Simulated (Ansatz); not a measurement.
Consider InN in the wurtzite structure (space group P6_3mc, No. 186; a = 3.581 Å, c = 5.788 Å).

The values are results of PBE (Ansatz, a first-principles code; PAW; 420 eV plane waves; no SOC), earlier PAW set, not measurements.

One change was made to it. Results:

The band gap changes from zero to 0.19 eV; the volume per atom decreases by 2.48 Å³, from 16.07 Å³ to 13.59 Å³; the c/a ratio drops by 0.013 (1.616 → 1.603).

Q: Which of these changes matches the shifts?
(A) pressure −2 GPa
(B) pressure 30 GPa
(C) pressure 15 GPa
(D) pressure 0.9 GPa

A: B, pressure 30 GPa. For comparison, the band gap in the other runs: pressure 0.9 GPa gives zero; pressure −2 GPa gives zero; pressure 15 GPa gives zero.

A case with no gap was solved on a k-mesh chosen for an insulator, which is coarse for it. Load acts through the strain it causes; cell and atoms are relaxed under it. Whether these cells are dynamically stable was not tested. Tetrahedral semiconductors of this kind turn to denser phases somewhere between about 1 and 50 GPa; those were not computed, so compressed cells here can lie past the real transition. The final runs are not spin-polarised. Gaps under 0.05 eV, about the width of the smearing, are given as zero. A zero or small gap of InN can be the functional's error rather than a property of the material.
